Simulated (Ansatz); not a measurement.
# CdSe: LAPW beside PAW, part 2 of 2

Aim: solve CdSe at one geometry with LAPW, all electrons, frozen-core PAW and datasets made for this crystal, and see where they agree. The cell is first relaxed from a guess with PAW; it needn't be the stable phase of this composition.

Ansatz 0.2.0; DFT PBE; a cell built from a prototype (rocksalt type), not taken from measurement. «Crystal datasets» are all-electron PAW datasets made for this crystal. The steps go on from the part before.

## 3. LAPW, all electrons

File input.yaml:

```yaml
crystal:
  lattice:
    - [0.0, 2.8690690698, 2.8690690698]
    - [2.8690690698, 0.0, 2.8690690698]
    - [2.8690690698, 2.8690690698, 0.0]
  atoms:
    - { symbol: Cd, position: [0.0, 0.0, 0.0] }
    - { symbol: Se, position: [0.5, 0.5, 0.5] }
kpoints:
  mp_grid: { grid: [12, 12, 12] }
  band_path:
    path:
      - [0.0, 0.0, 0.0]
      - [0.5, 0.0, 0.5]
      - [0.625, 0.25, 0.625]
      - [0.375, 0.375, 0.75]
      - [0.0, 0.0, 0.0]
      - [0.5, 0.5, 0.5]
      - [0.5, 0.25, 0.75]
      - [0.5, 0.0, 0.5]
    npoints: 8
scf:
  occupations: { method: fermi_dirac, width: 0.03 }
hamiltonian:
  xc: pbe
  pseudopotentials: { kind: all_electron, lapw: { basis_error: 0.001 } }
output:
  forces: true
  stress: true
  eigenvalues: true
  populations: true
  dos: { projected: true, de: 0.2, e_range: [-14, 8] }
```

Launch:

```
ansatz run input.yaml --threads 1 --pin off --max-ram 2048MiB --backend cpu --events-out ev --progress --plain --runs-dir out
```

Output:

```text
Cd: projections on atomic orbitals take those of the free atom 1s2 2s2 2p6 3s2 3p6 3d10 4s2 4p6 4d10 5s2, of charge +0.00 (hamiltonian.pseudopotentials.projection_atoms)
Se: projections on atomic orbitals take those of the free atom 1s2 2s2 2p6 3s2 3p6 3d10 4s2 4p4, of charge +0.00 (hamiltonian.pseudopotentials.projection_atoms)
LAPW: plane waves up to 7.579 Å⁻¹, error target 1.0e-3 eV per atom; small_component_spin mean_spin; Se in spheres of 1.366 Å, 24 of its electrons in bands, Dirac shells []; Cd in spheres of 1.503 Å, 20 of its electrons in bands, Dirac shells []
Engine: ansatz 0.2.0
Pseudopotentials: kind: all_electron
Pseudopotential: Cd, LAPW, valence charge 20, Koelling and Harmon's equation, gaussian nucleus
Pseudopotential: Se, LAPW, valence charge 24, Koelling and Harmon's equation, gaussian nucleus
Functional definition: PBE
  parameter kappa = 0.804
  parameter beta = 0.06672455060314922
  exchange = pbe_x(kappa = kappa, mu = beta*pi^2/3)
  correlation = pbe_c(beta = beta)
Crystal: 2 atoms, lattice volume = 47.234 Å³
Basis set: ecut = 218.85057889322266 eV, 331 PW (Γ), exchange–correlation at level 2
Bands: 27, of which v1, the nominal top of the filled ones, is band 22 counted from 1 (21 counted from 0)
Symmetry: 48 space group operations
Space group: Fm-3m (ITA 225), of the structure as read, at distance tolerance 3.6e-5 Å
k-points: 72 of 1728
Non-local potential: Cd, projectors of the file, none
Non-local potential: Se, projectors of the file, none
Initial density: superposition of atomic densities (chi_scale 0.1, normalization cell, long waves kept (reshape's long-wave potential 0.00 eV rms))
Initial wavefunctions: plane waves of lowest kinetic energy (no species holds an atomic orbital)
Functional: x = pbe(κ = 0.804, μ = 0.2195149727645171), c = pbe(β = 0.06672455060314922)
iter 1 solved again at ethr=2.24e-3 eV; its pass at ethr=1.00e-1 eV (dr2=9.86e-1 eV) is discarded
SCF iter   1: F=—  HF=-218362.507970 eV  |F-HF|=—  |Δ(HF+E_count)|=         —  Δρ=3.12e-2  dr2=9.87e-1  ethr=2.24e-3  ⟨swp⟩=2.0  Hψ=12403  notcnv=0
preconditioner: auto → none  [insulator: Δε(μ)=0.454 eV  Ē_g=12.564 eV  σ=0.030 eV  W_gap=1.00  n_scr=14 (ndim 8)  ℏωp=22.9 eV  f_vac=0.050  D(μ)=0.00/eV (n_scr^D=0)  ε∞_Penn≈4.3]
iter 2 solved again at ethr=2.37e-5 eV; its pass at ethr=2.24e-3 eV (dr2=1.04e-2 eV) is discarded
SCF iter   2: F=—  HF=-218362.122266 eV  |F-HF|=—  |Δ(HF+E_count)|=   3.86e-1  Δρ=5.48e-3  dr2=1.05e-2  ethr=2.37e-5  ⟨swp⟩=2.0  Hψ=10250  notcnv=0
SCF iter   3: F=—  HF=-218362.078951 eV  |F-HF|=—  |Δ(HF+E_count)|=   4.33e-2  Δρ=4.19e-3  dr2=1.32e-2  ethr=2.37e-5  ⟨swp⟩=3.0  Hψ=6252  notcnv=0
SCF iter   4: F=—  HF=-218362.077738 eV  |F-HF|=—  |Δ(HF+E_count)|=   1.21e-3  Δρ=1.24e-3  dr2=8.58e-4  ethr=2.37e-5  ⟨swp⟩=2.0  Hψ=5646  notcnv=0
SCF iter   5: F=—  HF=-218362.077920 eV  |F-HF|=—  |Δ(HF+E_count)|=   1.82e-4  Δρ=2.04e-4  dr2=1.18e-5  ethr=1.95e-6  ⟨swp⟩=2.0  Hψ=5678  notcnv=0
SCF iter   6: F=—  HF=-218362.077937 eV  |F-HF|=—  |Δ(HF+E_count)|=   1.73e-5  Δρ=4.78e-5  dr2=1.25e-6  ethr=2.68e-8  ⟨swp⟩=3.0  Hψ=5795  notcnv=0
SCF iter   7: F=-218362.077937 eV  HF=-218362.077937 eV  |F-HF|=2.14e-8  |Δ(HF+E_count)|=   1.71e-8  Δρ=1.02e-5  dr2=8.55e-8  ethr=2.85e-9  ⟨swp⟩=2.7  Hψ=5689  notcnv=0
SCF 1 converged in 7 iterations: F = -218362.077937 eV  dr2 = 8.55e-8
NSCF: frozen V_eff on 57 k-points
SCF converged after 7 iterations
Free energy (F): -218362.077937 eV
Harris-Foulkes:  -218362.077937 eV  (|F-HF|=2.14e-8)
Internal energy: -218362.075951 eV  (E = F + TS)
E sigma→0 (E₀):  -218362.076944 eV
Entropy (-TS):   -0.001986 eV (-0.993 meV/atom)
Fermi energy:    10.941010 eV
--- Per-component energies (eV) ---
  E_band       = -1978.823023
  E_kinetic    = 227168.996868
  E_xc         = -6605.729557
  E_electrostatic = -438925.343261  (all electrons and nuclei)
  E_smearing   = -0.001986  (= −TS)
  E_closure    = 0.000000  (closes the sum)
  E_atoms      = -218356.868614  (free atoms, spherical and without spin; not in F)
  Σ components = -218362.077937   (vs F -218362.077937, Δ=0.00e0)
  Basis errors (estimates in eV, not in F): energy 3.8e-4 per atom: plane waves 3.4e-4 (1.8e-4 summed), levels above the bands 3.6e-138, relativity 3.4e-8, radial functions 4.7e-5, core shells 4.9e-8; eigenvalues (radial functions only) 4.2e-6; not estimated: angular momenta, meshes, grids; target (lapw.basis_error) 1.0e-3; muffin-tin radii Se 1.366 Å, Cd 1.503 Å
--- Forces (eV/Å), atoms counted from 1 ---
  atom   1  Cd    -0.00000000    -0.00000000    -0.00000000
  atom   2  Se     0.00000000    -0.00000000    -0.00000000
  max |Σ_I F_I| component: 9.53e-31 eV/Å
--- Stress (GPa, compression-positive) ---
       -0.033014      -0.000000      -0.000000
       -0.000000      -0.033014       0.000000
       -0.000000       0.000000      -0.033014
  P = ⅓ Tr σ = -0.0330 GPa (-0.330 kbar)
--- Band table (eV; the first three rows and the last of 72) ---
  k-point 0: bands = ["-196.1489", "-135.6154", "-135.6154", "-135.6154", "-91.0125", "-52.0813", "-52.0813", "-52.0813", "-35.8301", "-35.8301", "-35.8273", "-35.8273", "-35.8273", "-1.9903", "3.0003", "3.0003", "3.0166", "3.0166", "3.0166", "10.2968", "10.2968", "10.2968", "11.0301", "19.5935", "19.5935", "19.5935", "20.7137"]
  k-point 1: bands = ["-196.1489", "-135.6154", "-135.6154", "-135.6154", "-91.0125", "-52.0813", "-52.0813", "-52.0813", "-35.8300", "-35.8300", "-35.8273", "-35.8273", "-35.8273", "-1.9400", "2.9862", "2.9862", "3.0127", "3.0244", "3.0244", "9.4405", "10.3301", "10.3301", "11.8820", "18.8049", "19.4186", "19.4186", "20.3413"]
  k-point 2: bands = ["-196.1489", "-135.6154", "-135.6154", "-135.6154", "-91.0125", "-52.0814", "-52.0813", "-52.0813", "-35.8300", "-35.8300", "-35.8273", "-35.8273", "-35.8273", "-1.7966", "2.9449", "2.9449", "2.9997", "3.0492", "3.0492", "8.3677", "10.4239", "10.4239", "12.9076", "17.8247", "18.5747", "18.5747", "20.4052"]
  k-point 71: bands = ["-196.1489", "-135.6154", "-135.6154", "-135.6154", "-91.0125", "-52.0818", "-52.0818", "-52.0816", "-35.8301", "-35.8299", "-35.8272", "-35.8272", "-35.8270", "-1.0997", "2.9008", "3.0262", "3.0262", "3.2052", "3.5495", "7.7760", "7.7760", "7.8977", "13.8419", "16.7684", "18.3235", "18.3235", "22.8795"]
--- Löwdin populations: 2 sites ---
  site symbol       q [e]
     0     Cd     46.7970
     1     Se     35.0293
  spilling = 0.002119 (of n_electrons = 82.000000)
```

Wall time 15 s (1 thread, shared host).

In short: pressure -0.03 GPa; no gap.

Levels at the path's labelled points, in eV from the Fermi level:

| point | band 19 | band 20 | band 21 | band 22 | band 23 | band 24 | band 25 |
| --- | --- | --- | --- | --- | --- | --- | --- |
| Γ | -7.92 | -0.64 | -0.64 | -0.64 | 0.09 | 8.65 | 8.65 |
| X | -7.25 | -4.11 | -2.08 | -2.08 | -0.45 | 5.46 | 9.69 |
| U | -7.46 | -3.61 | -3.58 | -1.41 | 1.47 | 6.22 | 8.12 |
| K | -7.46 | -3.61 | -3.58 | -1.41 | 1.47 | 6.22 | 8.12 |
| Γ | -7.92 | -0.64 | -0.64 | -0.64 | 0.09 | 8.65 | 8.65 |
| L | -7.79 | -4.96 | -0.06 | -0.06 | 3.00 | 5.25 | 5.25 |
| W | -7.39 | -3.17 | -3.17 | -3.04 | 2.90 | 5.83 | 7.38 |
| X | -7.25 | -4.11 | -2.08 | -2.08 | -0.45 | 5.46 | 9.69 |

States per cell in windows of 1 eV (zero at the Fermi level; grid of 0.20 eV, so sharp peaks spill over the borders):

| from | to | total | Cd 4d | Se 4p | Cd 5s |
| --- | --- | --- | --- | --- | --- |
| -10 | -9 | 0.00 | 0.00 | 0.00 | 0.00 |
| -9 | -8 | 0.47 | 0.44 | 0.02 | 0.00 |
| -8 | -7 | 9.53 | 9.25 | 0.18 | 0.02 |
| -7 | -6 | 0.00 | 0.00 | 0.00 | 0.00 |
| -6 | -5 | 0.00 | 0.00 | 0.00 | 0.00 |
| -5 | -4 | 0.77 | 0.04 | 0.46 | 0.25 |
| -4 | -3 | 1.14 | 0.04 | 0.78 | 0.26 |
| -3 | -2 | 1.00 | 0.02 | 0.83 | 0.09 |
| -2 | -1 | 1.55 | 0.04 | 1.39 | 0.04 |
| -1 | 0 | 1.54 | 0.05 | 1.42 | 0.01 |
| 0 | 1 | 0.13 | 0.00 | 0.04 | 0.08 |
| 1 | 2 | 0.30 | 0.00 | 0.08 | 0.17 |
| 2 | 3 | 0.71 | 0.00 | 0.23 | 0.34 |
| 3 | 4 | 0.87 | 0.00 | 0.21 | 0.32 |
| 4 | 5 | 0.49 | 0.00 | 0.05 | 0.06 |

## 4. Frozen-core PAW

Edit input.yaml of step 3 so:

```diff
@@ -25,3 +25,3 @@
   xc: pbe
-  pseudopotentials: { kind: all_electron, lapw: { basis_error: 0.001 } }
+  pseudopotentials: { kind: paw }
 output:
@@ -30,3 +30,5 @@
   eigenvalues: true
+  efg: { contact_densities: true }
   populations: true
+  bader: true
   dos: { projected: true, de: 0.2, e_range: [-14, 8] }
```

Launch:

```
ansatz run input.yaml --threads 1 --pin off --max-ram 2048MiB --backend cpu --events-out ev --progress --plain --runs-dir out
```

Output (excerpt; [...] marks lines left out):

```text
Cd: output.efg is read without spin–orbit coupling, which moves field gradients at and beside such atoms by some per cent and up to a factor of two; PAW files take it under magnetization.noncollinear and magnetization.spin_orbit
[...]
[... 4 set-up lines as earlier in the session ...]
[...]
Crystal: 2 atoms, lattice volume = 47.234 Å³
Basis set: ecut = 420 eV, 941 PW (Γ), exchange–correlation on 60×60×60 points (8 copies of the dense FFT grid, shifted against one another)
Bands: 22, of which v1, the nominal top of the filled ones, is band 18 counted from 1 (17 counted from 0)
[... 2 set-up lines as earlier in the session ...]
k-points: 72 of 1728
[...]
       -0.033034       0.000000       0.000000
        0.000000      -0.033034       0.000000
        0.000000       0.000000      -0.033034
  P = ⅓ Tr σ = -0.0330 GPa (-0.330 kbar)
--- PAW observables at the nuclei: V_zz in 10²¹ V/m², potentials from the cell's mean, atoms counted from 1 ---
  atom   1  Cd V_zz =    +0.000000   η = 0.0000   by run symmetry: forbidden
            electrostatic potential = -7706.612251 V   contact ρ = 1035897.343409 e/Å³
  atom   2  Se V_zz =    +0.000000   η = 0.0000   by run symmetry: forbidden
            electrostatic potential = -4712.530555 V   contact ρ = 262883.940357 e/Å³
--- Band table (eV; the first three rows and the last of 72) ---
[... band rows left out ...]
[...]
--- Löwdin populations: 2 sites ---
  site symbol       q [e]
     0     Cd     18.7961
     1     Se     17.0248
  spilling = 0.004974 (of n_electrons = 36.000000)
--- Bader charges: 2 sites ---
  site symbol  charge [e]  shift [e]
     0     Cd      0.7902     0.0001
     1     Se     -0.7902     0.0001
  estimated error of the sums over rays = 2.5e-4 e
```

Run time: 12 s. Hardware: 1 thread, shared host.

Read from it: pressure -0.03 GPa; no gap.

| atom | Bader charge (e) | basin volume (Å³) |
| --- | --- | --- |
| Cd1 | +0.79 | 19.01 |
| Se2 | -0.79 | 28.23 |

## 5. Datasets made for this crystal

Edit input.yaml of step 4 so:

```diff
@@ -25,3 +25,3 @@
   xc: pbe
-  pseudopotentials: { kind: paw }
+  pseudopotentials: { kind: all_electron, datasets: crystal }
 output:
@@ -31,4 +31 @@
   efg: { contact_densities: true }
-  populations: true
-  bader: true
-  dos: { projected: true, de: 0.2, e_range: [-14, 8] }
```

Launch:

```
ansatz run input.yaml --threads 1 --pin off --max-ram 2048MiB --backend cpu --events-out ev --progress --plain --runs-dir out
```

Output (excerpt; [...] marks lines left out):

```text
[...]
Cd: output.efg is read without spin–orbit coupling, which moves field gradients at and beside such atoms by some per cent and up to a factor of two; PAW files take it under magnetization.noncollinear and magnetization.spin_orbit
[...]
[... 1 set-up line as earlier in the session ...]
Pseudopotential: Cd, paw, valence charge 20, recommended cutoff 260 eV (normal), Koelling and Harmon's equation, gaussian nucleus
Pseudopotential: Se, paw, valence charge 6, recommended cutoff 260 eV (normal), Koelling and Harmon's equation, gaussian nucleus
[... 1 set-up line as earlier in the session ...]
[...]
Crystal: 2 atoms, lattice volume = 47.234 Å³
Basis set: ecut = 260 eV, 459 PW (Γ), exchange–correlation on 48×48×48 points (8 copies of the dense FFT grid, shifted against one another)
Bands: 13, of which v1, the nominal top of the filled ones, is band 9 counted from 1 (8 counted from 0)
[... 1 set-up line as earlier in the session ...]
[...]
  atom   1  Cd    -0.00000000     0.00000000     0.00000000
  atom   2  Se     0.00000000     0.00000000     0.00000000
[...]
--- Stress (GPa, compression-positive) ---
       -0.033111      -0.000000      -0.000000
       -0.000000      -0.033111       0.000000
       -0.000000      -0.000000      -0.033111
  P = ⅓ Tr σ = -0.0331 GPa (-0.331 kbar)
  It holds what live shells' own plane waves past their cutoff add
--- PAW observables at the nuclei: V_zz in 10²¹ V/m², potentials from the cell's mean, atoms counted from 1 ---
  atom   1  Cd V_zz =    -0.000000   η = 0.0000   by run symmetry: forbidden
            electrostatic potential = -7706.522531 V   contact ρ = 1035877.855503 e/Å³
  atom   2  Se V_zz =    +0.000000   η = 0.0000   by run symmetry: forbidden
            electrostatic potential = -4712.500582 V   contact ρ = 262954.359348 e/Å³
--- Band table (eV; the first three rows and the last of 72) ---
  k-point 0: bands = ["-1.9901", "2.9999", "2.9999", "3.0164", "3.0164", "3.0164", "10.2970", "10.2970", "10.2970", "11.0300", "19.5935"]
[...]
```

It took 11 s on 1 thread, shared host.

In short: pressure -0.03 GPa; no gap.

| atom | contact density (e/Å³) |
| --- | --- |
| Cd1 | 1035878 |
| Se2 | 262954.4 |

## 6. Side by side

| method | pressure (GPa) | SCF cycles, all passes |
| --- | --- | --- |
| LAPW | -0.03 | 7 |
| PAW | -0.03 | 6 |
| crystal datasets | -0.03 | 8 |

## 7. Summary of results

The summary covers parts 1 to 2.

| quantity | value |
| --- | --- |
| pressure | LAPW -0.03, PAW -0.03, crystal datasets -0.03 GPa |
| gap (LAPW) | none |
| Bader charges (PAW) | Cd1 +0.79, Se2 -0.79 e |

**Reading.** The pressure is within half a GPa of zero, so the volume is close to equilibrium at this level. There is no gap at this level: the crystal is a metal or semimetal here, or the functional closes a real gap. Within 0.3 eV of the Fermi level the largest projected share is Se 4p (87 %). The projection holds only the free atom's occupied shells (Cd 5s, Cd 4d, Se 4s, Se 4p in this range). PAW lies less than 0.01 GPa from LAPW in pressure.
